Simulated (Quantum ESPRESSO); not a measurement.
# HgSe (F-43m) in Quantum ESPRESSO: notebook

One crystal, HgSe, is run at these levels: LDA; tasks: single point, equation of state.

All numbers are computed with Quantum ESPRESSO 7.5; they aren't measurements. Logs are shortened: lines on timing, memory, paths and dates and some standing lists are left out, and cuts for length are marked.

**Measured values to compare with.**

“The pseudo-binary mercury chalcogenide alloy HgSe0.7S0.3 at high pressure: a mechanism of the zinc blende/cinnabar reconstructive phase transition”, 2002, arxiv:cond-mat/0209548 quotes, for a bulk crystal of HgSe: bulk modulus 51.6 ± 0.2 GPa.

How close the calculation comes is told below.

**1. The crystal as given**

Symmetry: F-43m, No. 216, cubic system. The conventional cell has a = 6.078 Å, b = 6.078 Å, c = 6.078 Å, α = 90.00°, β = 90.00°, γ = 90.00°. Around Hg (site symmetry -43m) lie 4 Se at 2.63 Å. Se (site symmetry -43m) has 4 Hg at 2.63 Å as nearest neighbours.

**2. Single point, LDA, 26.38 Å³/atom**

pw.in

```
&CONTROL
  calculation = 'scf'
  prefix = 'pwscf'
  outdir = './tmp'
  pseudo_dir = './pseudo'
  tprnfor = .true.
  tstress = .true.
  disk_io = 'nowf'
/
&SYSTEM
  ibrav = 0
  nat = 2
  ntyp = 2
  ecutwfc = 86
  nbnd = 26
  occupations = 'smearing'
  smearing = 'fd'
  degauss = 0.00367493
/
&ELECTRONS
  conv_thr = 4d-10
  electron_maxstep = 120
  mixing_beta = 0.5
/
ATOMIC_SPECIES
Hg   200.5920 Hg.upf
Se    78.9710 Se.upf
CELL_PARAMETERS angstrom
   0.0000000000    2.9769621844    2.9769621844
   2.9769621844    0.0000000000    2.9769621844
   2.9769621844    2.9769621844    0.0000000000
ATOMIC_POSITIONS crystal
Hg     0.0000000000    0.0000000000    0.0000000000
Se     0.7500000000    0.7500000000    0.7500000000
K_POINTS automatic
8 8 8 0 0 0
```

Potentials or basis: PseudoDojo 0.4.1 SR LDA standard.

Started as:

```
$ OMP_NUM_THREADS=1 pw.x -in pw.in > pw.out
```

pw.out:

```text
This program is part of the open-source Quantum ESPRESSO suite
     for quantum simulation of materials; please cite
[... 9 lines left out ...]
     --------------------
     sticks:   dense  smooth     PW     G-vecs:    dense   smooth      PW
     Sum        1507    1507    433                38421    38421    5961

     Using Slab Decomposition

     bravais-lattice index     =            0
     lattice parameter (alat)  =       7.9559  a.u.
     unit-cell volume          =     356.0792 (a.u.)^3
     number of atoms/cell      =            2
     number of atomic types    =            2
     number of electrons       =        36.00
     number of Kohn-Sham states=           26
     kinetic-energy cutoff     =      86.0000  Ry
     charge density cutoff     =     344.0000  Ry
     scf convergence threshold =      4.0E-10
     mixing beta               =       0.5000
     number of iterations used =            8  plain     mixing
     Exchange-correlation= SLA  PW   NOGX NOGC
                           (   1   4   0   0   0   0   0)

     celldm(1)=   7.955861  celldm(2)=   0.000000  celldm(3)=   0.000000
     celldm(4)=   0.000000  celldm(5)=   0.000000  celldm(6)=   0.000000

     crystal axes: (cart. coord. in units of alat)
               a(1) = (   0.000000   0.707107   0.707107 )
               a(2) = (   0.707107   0.000000   0.707107 )
               a(3) = (   0.707107   0.707107   0.000000 )

     reciprocal axes: (cart. coord. in units 2 pi/alat)
               b(1) = ( -0.707107  0.707107  0.707107 )
               b(2) = (  0.707107 -0.707107  0.707107 )
               b(3) = (  0.707107  0.707107 -0.707107 )

     PseudoPot. # 1 for Hg read from file:
     Hg.upf
     Pseudo is Norm-conserving + core correction, Zval = 20.0
     Generated using ONCVPSP code by D. R. Hamann
     Using radial grid of 1232 points,  7 beta functions with:
                l(1) =   0
                l(2) =   0
                l(3) =   1
                l(4) =   1
                l(5) =   2
                l(6) =   2
                l(7) =   3

     PseudoPot. # 2 for Se read from file:
     Se.upf
     Pseudo is Norm-conserving + core correction, Zval = 16.0
     Generated using ONCVPSP code by D. R. Hamann
     Using radial grid of 1198 points,  6 beta functions with:
                l(1) =   0
                l(2) =   0
                l(3) =   1
                l(4) =   1
                l(5) =   2
                l(6) =   2

     atomic species   valence    mass     pseudopotential
     Hg               20.00   200.59200     Hg( 1.00)
     Se               16.00    78.97100     Se( 1.00)

     24 Sym. Ops. (no inversion) found

   Cartesian axes

     site n.     atom                  positions (alat units)
         1        Hg     tau(   1) = (   0.0000000   0.0000000   0.0000000  )
         2        Se     tau(   2) = (   1.0606602   1.0606602   1.0606602  )

     number of k points=    29  Fermi-Dirac smearing, width (Ry)=  0.0037
                       cart. coord. in units 2pi/alat
        k(    1) = (   0.0000000   0.0000000   0.0000000), wk =   0.0039062
        k(    2) = (   0.0883883   0.0883883  -0.0883883), wk =   0.0312500
        k(    3) = (   0.1767767   0.1767767  -0.1767767), wk =   0.0312500
        k(    4) = (   0.2651650   0.2651650  -0.2651650), wk =   0.0312500
        k(    5) = (  -0.3535534  -0.3535534   0.3535534), wk =   0.0156250
        k(    6) = (   0.1767767   0.0000000   0.0000000), wk =   0.0234375
[... 21 lines left out ...]
        k(   28) = (  -0.7071068   0.1767767  -0.0000000), wk =   0.0468750
        k(   29) = (  -0.7071068   0.3535534   0.0000000), wk =   0.0234375

     Dense  grid:    38421 G-vectors     FFT dimensions: (  48,  48,  48)

     Initial potential from superposition of free atoms

     starting charge      35.9999, renormalised to      36.0000
     Starting wfcs are   19 randomized atomic wfcs +    7 random wfcs

     Self-consistent Calculation

     iteration #  1     ecut=    86.00 Ry     beta= 0.50
     Davidson diagonalization with overlap
     ethr =  1.00E-02,  avg # of iterations =  5.3

     Threshold (ethr) on eigenvalues was too large:
     Diagonalizing with lowered threshold

     Davidson diagonalization with overlap
     ethr =  1.82E-04,  avg # of iterations =  2.7

     total energy              =    -575.80823532 Ry
     estimated scf accuracy    <       0.06612697 Ry

     iteration #  2     ecut=    86.00 Ry     beta= 0.50
     Davidson diagonalization with overlap
     ethr =  1.84E-04,  avg # of iterations =  2.2
[... 36 lines left out ...]
     total energy              =    -575.82786847 Ry
     estimated scf accuracy    <          1.6E-09 Ry

     iteration #  8     ecut=    86.00 Ry     beta= 0.50
     Davidson diagonalization with overlap
     ethr =  4.33E-12,  avg # of iterations =  2.0

     End of self-consistent calculation

          k = 0.0000 0.0000 0.0000 (  4813 PWs)   bands (ev):

  -105.2017 -53.4124 -53.4124 -53.4124 -38.0316 -38.0316 -38.0316 -38.0257
   -38.0257  -4.1251   2.3183   2.3183   2.3183   3.1828   3.1828   8.8082
     9.9008   9.9008   9.9008  15.2099  15.2099  15.2099  18.2420  21.3970
    21.3971  21.5997

          k = 0.0884 0.0884-0.0884 (  4804 PWs)   bands (ev):

  -105.2017 -53.4125 -53.4124 -53.4124 -38.0317 -38.0316 -38.0316 -38.0257
   -38.0257  -4.0476   2.3392   2.3533   2.3533   3.1795   3.1795   7.9119
     9.7176   9.7176  10.4454  14.8427  15.4489  15.4489  19.2804  20.3291
    20.3291  21.0309
[... 15 lines left out ...]
          k =-0.3536-0.3536 0.3536 (  4802 PWs)   bands (ev):

  -105.2017 -53.4130 -53.4125 -53.4125 -38.0319 -38.0316 -38.0316 -38.0256
   -38.0256  -3.5636   2.5133   2.5133   3.2392   3.2392   3.5478   3.8354
     8.7876   8.7876  10.8459  16.0361  16.0361  16.7944  18.9012  21.7163
    21.7163  22.7543

          k = 0.1768 0.0000 0.0000 (  4817 PWs)   bands (ev):

  -105.2017 -53.4125 -53.4124 -53.4124 -38.0317 -38.0316 -38.0316 -38.0257
   -38.0256  -4.0216   2.3045   2.3863   2.3863   3.1527   3.2022   7.8515
     9.4237   9.4237  10.9343  14.2672  15.7759  15.7759  19.0075  19.8488
    21.4042  22.1712

          k = 0.2652 0.0884-0.0884 (  4797 PWs)   bands (ev):

  -105.2017 -53.4126 -53.4125 -53.4124 -38.0318 -38.0316 -38.0316 -38.0257
   -38.0256  -3.8662   2.3470   2.4698   2.4824   3.1385   3.2204   6.8032
     8.9708   8.9776  11.5198  14.0984  16.0634  16.3130  18.6413  20.6843
    20.9656  22.5236
[... 22 lines left out ...]
          k =-0.0884-0.2652 0.2652 (  4789 PWs)   bands (ev):

  -105.2017 -53.4128 -53.4125 -53.4124 -38.0318 -38.0317 -38.0316 -38.0256
   -38.0256  -3.7326   2.4779   2.4837   2.6019   3.1544   3.2375   5.8678
     8.2171   9.2311  11.5862  15.1671  15.7652  16.0392  19.4401  20.1504
    21.2201  23.1706

          k = 0.0000-0.1768 0.1768 (  4805 PWs)   bands (ev):

  -105.2017 -53.4126 -53.4124 -53.4124 -38.0317 -38.0316 -38.0316 -38.0257
   -38.0256  -3.9309   2.3719   2.3942   2.4368   3.1541   3.2035   7.1302
     8.9029   9.6305  11.1133  14.6058  15.6298  15.8659  19.4430  20.0328
    20.4201  22.1394

          k = 0.3536 0.0000 0.0000 (  4801 PWs)   bands (ev):

  -105.2017 -53.4127 -53.4125 -53.4125 -38.0318 -38.0316 -38.0316 -38.0257
   -38.0256  -3.7625   2.3161   2.5716   2.5716   3.1110   3.2496   6.5366
     8.4612   8.4612  12.1775  13.1722  17.0996  17.0996  17.6006  21.4278
    22.4708  23.7668

          k = 0.4419 0.0884-0.0884 (  4780 PWs)   bands (ev):

  -105.2017 -53.4128 -53.4126 -53.4125 -38.0319 -38.0317 -38.0316 -38.0257
   -38.0256  -3.5990   2.4047   2.6692   2.7016   3.1776   3.2712   5.6348
     7.8643   8.0752  12.5084  13.3812  16.6620  17.6133  18.7941  21.6304
    22.6562  24.2325
[... 8 lines left out ...]
          k =-0.0884-0.4419 0.4419 (  4791 PWs)   bands (ev):

  -105.2017 -53.4129 -53.4127 -53.4125 -38.0319 -38.0317 -38.0316 -38.0256
   -38.0256  -3.4594   2.5540   2.6723   3.1031   3.2042   3.4898   4.3819
     6.8896   8.2907  12.5865  14.8666  16.8431  17.1054  19.2202  20.6798
    22.3183  24.1108

          k = 0.0000-0.3536 0.3536 (  4788 PWs)   bands (ev):

  -105.2017 -53.4128 -53.4126 -53.4125 -38.0319 -38.0317 -38.0316 -38.0256
   -38.0256  -3.5691   2.5456   2.5808   2.8613   3.1548   3.2840   5.1878
     7.1599   8.7911  12.3929  15.1948  15.7388  16.5936  19.6157  20.9433
    22.3307  22.9235

          k = 0.5303-0.0000 0.0000 (  4812 PWs)   bands (ev):

  -105.2017 -53.4129 -53.4126 -53.4126 -38.0320 -38.0316 -38.0316 -38.0257
   -38.0256  -3.4900   2.3896   2.7974   2.7974   3.2461   3.2975   5.2383
     7.6212   7.6212  12.6174  12.6906  17.7187  18.7537  18.7537  21.4618
    23.9372  24.4866

          k =-0.0884-0.6187 0.6187 (  4793 PWs)   bands (ev):

  -105.2017 -53.4129 -53.4126 -53.4126 -38.0320 -38.0317 -38.0316 -38.0257
   -38.0256  -3.4029   2.4655   2.8496   2.8766   3.2943   3.5258   4.5999
     7.1122   7.4943  12.6512  13.1749  17.6625  18.8963  19.4361  21.9543
    23.0375  23.3823

          k = 0.0000-0.5303 0.5303 (  4782 PWs)   bands (ev):

  -105.2017 -53.4129 -53.4127 -53.4126 -38.0319 -38.0317 -38.0316 -38.0256
   -38.0256  -3.3910   2.5443   2.8003   2.9853   3.2451   3.7767   4.2161
     6.6254   7.7645  12.7340  14.2510  17.6921  18.1120  18.3399  21.4058
    23.4645  24.3082

          k =-0.7071 0.0000 0.0000 (  4800 PWs)   bands (ev):

  -105.2017 -53.4130 -53.4126 -53.4126 -38.0320 -38.0316 -38.0316 -38.0257
   -38.0256  -3.3734   2.4226   2.9081   2.9081   3.3175   3.5935   4.4292
     7.2860   7.2860  12.5642  12.6136  18.2707  19.9085  19.9085  21.4797
    23.0047  23.0047

          k = 0.3536 0.1768 0.0000 (  4777 PWs)   bands (ev):

  -105.2017 -53.4127 -53.4125 -53.4125 -38.0318 -38.0317 -38.0316 -38.0256
   -38.0256  -3.7060   2.4178   2.5522   2.6146   3.1420   3.2509   6.0263
     7.9615   8.7967  12.1870  14.0547  15.9309  16.9387  18.7833  21.3383
    21.9786  22.7368

          k =-0.2652-0.4419 0.6187 (  4787 PWs)   bands (ev):

  -105.2017 -53.4129 -53.4126 -53.4125 -38.0319 -38.0317 -38.0316 -38.0256
   -38.0256  -3.5406   2.5359   2.6054   2.8796   3.2165   3.3036   4.9689
     7.3778   8.3972  12.5067  14.7843  15.6666  17.4108  19.4072  21.5179
    22.0712  22.8613
[... 15 lines left out ...]
          k =-0.0884-0.4419 0.6187 (  4798 PWs)   bands (ev):

  -105.2017 -53.4129 -53.4127 -53.4126 -38.0319 -38.0317 -38.0316 -38.0256
   -38.0256  -3.4031   2.5843   2.7454   2.9997   3.2061   3.6944   4.3407
     6.7816   7.5917  13.1483  14.4127  16.3172  17.9499  19.3397  21.8048
    22.7815  23.8039

          k = 0.0000-0.3536 0.5303 (  4783 PWs)   bands (ev):

  -105.2017 -53.4128 -53.4127 -53.4126 -38.0319 -38.0317 -38.0316 -38.0256
   -38.0256  -3.4317   2.6032   2.6816   3.0709   3.1660   3.5287   4.5116
     6.7041   7.9133  13.1169  14.9469  15.6801  18.1222  18.9473  20.9792
    23.2671  24.1859

          k =-0.7071 0.1768-0.0000 (  4812 PWs)   bands (ev):

  -105.2017 -53.4129 -53.4127 -53.4126 -38.0320 -38.0317 -38.0316 -38.0256
   -38.0256  -3.3741   2.5209   2.8347   2.9344   3.2653   3.7553   4.2945
     7.0095   7.2347  13.0710  13.3471  17.7193  17.9325  20.1216  22.1858
    22.6316  23.0027

          k =-0.7071 0.3536 0.0000 (  4788 PWs)   bands (ev):

  -105.2017 -53.4128 -53.4128 -53.4126 -38.0319 -38.0318 -38.0316 -38.0256
   -38.0256  -3.3748   2.6320   2.7789   3.0476   3.1170   3.9113   4.1569
     6.7454   7.1901  13.6221  14.8401  15.8713  17.1059  20.3255  22.2374
    22.5174  23.1447

     the Fermi energy is     9.9492 ev

!    total energy              =    -575.82786847 Ry
     estimated scf accuracy    <          7.9E-11 Ry
     smearing contrib. (-TS)   =      -0.00004009 Ry
     internal energy E=F+TS    =    -575.82782838 Ry

     The total energy is F=E-TS. E is the sum of the following terms:
     one-electron contribution =    -332.65592654 Ry
     hartree contribution      =     172.45216052 Ry
     xc contribution           =    -102.69019784 Ry
     ewald contribution        =    -312.93386452 Ry

     convergence has been achieved in   8 iterations

     Forces acting on atoms (cartesian axes, Ry/au):

     atom    1 type  1   force =     0.00000000    0.00000000    0.00000000
     atom    2 type  2   force =     0.00000000    0.00000000    0.00000000

     Total force =     0.000000     Total SCF correction =     0.000000

     Computing stress (Cartesian axis) and pressure

          total   stress  (Ry/bohr**3)                   (kbar)     P=       35.34
   0.00024026   0.00000000  -0.00000000           35.34        0.00       -0.00
  -0.00000000   0.00024026   0.00000000           -0.00       35.34        0.00
  -0.00000000   0.00000000   0.00024026           -0.00        0.00       35.34

=------------------------------------------------------------------------------=
   JOB DONE.
=------------------------------------------------------------------------------=
```

Wall time 56 s (1 thread of Arm Neoverse V1, shared host); peak memory 0.14 GiB.

What came out:

* Free energy: -7834.5373 eV
* Pressure: 3.5 GPa
* Band gap on the k mesh: none (metal or under the smearing width)

**3. Single point, LDA, 26.94 Å³/atom**

Changes to pw.in since step 2:

```diff
@@ -28,5 +28,5 @@
 CELL_PARAMETERS angstrom
-   0.0000000000    2.9769621844    2.9769621844
-   2.9769621844    0.0000000000    2.9769621844
-   2.9769621844    2.9769621844    0.0000000000
+   0.0000000000    2.9979273976    2.9979273976
+   2.9979273976    0.0000000000    2.9979273976
+   2.9979273976    2.9979273976    0.0000000000
 ATOMIC_POSITIONS crystal
```

Potentials or basis: PseudoDojo 0.4.1 SR LDA standard.

Started as:

```
$ OMP_NUM_THREADS=1 pw.x -in pw.in > pw.out
```

It took 57 s on 1 thread of Arm Neoverse V1, shared host; peak memory 0.15 GiB.

The run converged. Its results:

```
Free energy            : -7834.5567 eV
Pressure               : 2.0 GPa
Band gap on the k mesh : none (metal or under the smearing width)
```

**4. Single point, LDA, 27.51 Å³/atom**

Changes to pw.in since step 3:

```diff
@@ -28,5 +28,5 @@
 CELL_PARAMETERS angstrom
-   0.0000000000    2.9979273976    2.9979273976
-   2.9979273976    0.0000000000    2.9979273976
-   2.9979273976    2.9979273976    0.0000000000
+   0.0000000000    3.0186034123    3.0186034123
+   3.0186034123    0.0000000000    3.0186034123
+   3.0186034123    3.0186034123    0.0000000000
 ATOMIC_POSITIONS crystal
```

Started as:

```
$ OMP_NUM_THREADS=1 pw.x -in pw.in > pw.out
```

Wall time 58 s (1 thread of Arm Neoverse V1, shared host); peak memory 0.15 GiB.

It converged, with:

```
Free energy            : -7834.5662 eV
Pressure               : 0.7 GPa
Band gap on the k mesh : none (metal or under the smearing width)
```

**5. Single point, LDA, 28.07 Å³/atom**

Changes to pw.in since step 4:

```diff
@@ -28,5 +28,5 @@
 CELL_PARAMETERS angstrom
-   0.0000000000    3.0186034123    3.0186034123
-   3.0186034123    0.0000000000    3.0186034123
-   3.0186034123    3.0186034123    0.0000000000
+   0.0000000000    3.0390000000    3.0390000000
+   3.0390000000    0.0000000000    3.0390000000
+   3.0390000000    3.0390000000    0.0000000000
 ATOMIC_POSITIONS crystal
```

Started as:

```
$ OMP_NUM_THREADS=1 pw.x -in pw.in > pw.out
```

It took 59 s on 1 thread of Arm Neoverse V1, shared host; peak memory 0.15 GiB.

It converged, with:

| Property | Result |
| --- | --- |
| Free energy | -7834.5669 eV |
| Pressure | -0.5 GPa |
| Band gap on the k mesh | none (metal or under the smearing width) |

**6. Single point, LDA, 28.63 Å³/atom**

Changes to pw.in since step 5:

```diff
@@ -28,5 +28,5 @@
 CELL_PARAMETERS angstrom
-   0.0000000000    3.0390000000    3.0390000000
-   3.0390000000    0.0000000000    3.0390000000
-   3.0390000000    3.0390000000    0.0000000000
+   0.0000000000    3.0591264144    3.0591264144
+   3.0591264144    0.0000000000    3.0591264144
+   3.0591264144    3.0591264144    0.0000000000
 ATOMIC_POSITIONS crystal
```

Potentials or basis: PseudoDojo 0.4.1 SR LDA standard.

Started as:

```
$ OMP_NUM_THREADS=1 pw.x -in pw.in > pw.out
```

Run time: 70 s. Hardware: 1 thread of Arm Neoverse V1, shared host; peak memory 0.15 GiB.

It converged, with:

```yaml
Free_energy: -7834.5597 eV
Pressure: -1.5 GPa
Band_gap_on_the_k_mesh: none (metal or under the smearing width)
```

**7. Single point, LDA, 29.19 Å³/atom**

Changes to pw.in since step 6:

```diff
@@ -28,5 +28,5 @@
 CELL_PARAMETERS angstrom
-   0.0000000000    3.0591264144    3.0591264144
-   3.0591264144    0.0000000000    3.0591264144
-   3.0591264144    3.0591264144    0.0000000000
+   0.0000000000    3.0789914282    3.0789914282
+   3.0789914282    0.0000000000    3.0789914282
+   3.0789914282    3.0789914282    0.0000000000
 ATOMIC_POSITIONS crystal
```

Started as:

```
$ OMP_NUM_THREADS=1 pw.x -in pw.in > pw.out
```

Wall time 70 s (1 thread of Arm Neoverse V1, shared host); peak memory 0.15 GiB.

The run converged. Its results:

```
Free energy            : -7834.5457 eV
Pressure               : -2.5 GPa
Band gap on the k mesh : none (metal or under the smearing width)
```

**8. Single point, LDA, 29.75 Å³/atom**

Changes to pw.in since step 7:

```diff
@@ -28,5 +28,5 @@
 CELL_PARAMETERS angstrom
-   0.0000000000    3.0789914282    3.0789914282
-   3.0789914282    0.0000000000    3.0789914282
-   3.0789914282    3.0789914282    0.0000000000
+   0.0000000000    3.0986033673    3.0986033673
+   3.0986033673    0.0000000000    3.0986033673
+   3.0986033673    3.0986033673    0.0000000000
 ATOMIC_POSITIONS crystal
```

Started as:

```
$ OMP_NUM_THREADS=1 pw.x -in pw.in > pw.out
```

Wall time 72 s (1 thread of Arm Neoverse V1, shared host); peak memory 0.16 GiB.

The run converged. Its results:

* Free energy: -7834.5255 eV
* Pressure: -3.3 GPa
* Band gap on the k mesh: none (metal or under the smearing width)

**9. Equation of state, LDA**

Potentials or basis: PseudoDojo 0.4.1 SR LDA standard.

No new run: the results of the series are fitted here.

What came out:

| Property | Result |
| --- | --- |
| Equilibrium volume | 27.83 Å³/atom |
| Bulk modulus | 58 GPa |
| Pressure derivative of the bulk modulus | 5.0 |

Energy against volume, from the lowest point:
```csv
volume (Å³/atom),energy (meV/atom)
26.383,14.80
26.944,5.08
27.505,0.33
28.067,0.00
28.628,3.57
29.189,10.60
29.751,20.70
```

Spin-orbit coupling is left out, which matters for the levels of Hg. LDA usually gives volumes a few per cent too small.

**10. How close it comes**

Step 9. A measured bulk modulus of HgSe is 51.6 GPa (quoted in “The pseudo-binary mercury chalcogenide alloy HgSe0.7S0.3 at high pressure: a mechanism of the zinc blende/cinnabar reconstructive phase transition”, 2002, arxiv:cond-mat/0209548); the calculated 58 GPa misses it by +12.6 %. The fit is for a static lattice scaled at fixed shape and fixed fractional positions.
